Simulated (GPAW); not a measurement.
The system is BaTe.

```
CELL_PARAMETERS angstrom
0.00000 3.41000 3.41000
3.41000 0.00000 3.41000
3.41000 3.41000 0.00000
ATOMIC_POSITIONS crystal
Ba 0.00000 0.00000 0.00000
Te 0.50000 0.50000 0.50000
```

Base run:

```yaml
Program: GPAW 26.7.0
Functional: PBEsol
Potentials_or_basis: PAW data sets generated in the run's folder for this functional
Cutoff: 600 eV
Basis: pw
k_mesh: 7 × 7 × 7
Occupations: fermi-dirac, width 0.05 eV
Spin: spin-orbit coupling, no magnetisation
```

Its results: band gap on the k mesh 0.99 eV, indirect (least direct gap 1.36 eV); pressure 2.1 GPa.

Task: The run is repeated on the same cell with these changes: spin from spin-orbit coupling, no magnetisation to no spin polarisation. What comes out?

Result: Band gap on the k mesh 1.32 eV, indirect (least direct gap 1.70 eV); pressure 2.1 GPa.

Spin-orbit coupling splits the band edges, which narrows the gap.

Caveats: spin-orbit coupling was added after a scalar SCF, so levels and gaps hold it while energy, forces, pressure and moments don't (some runs); this program's spin-orbit splittings come out too wide for heavy elements (some runs); spin-orbit coupling is left out, which moves the levels of the heavy elements (some runs).

A k mesh can miss the band edges.
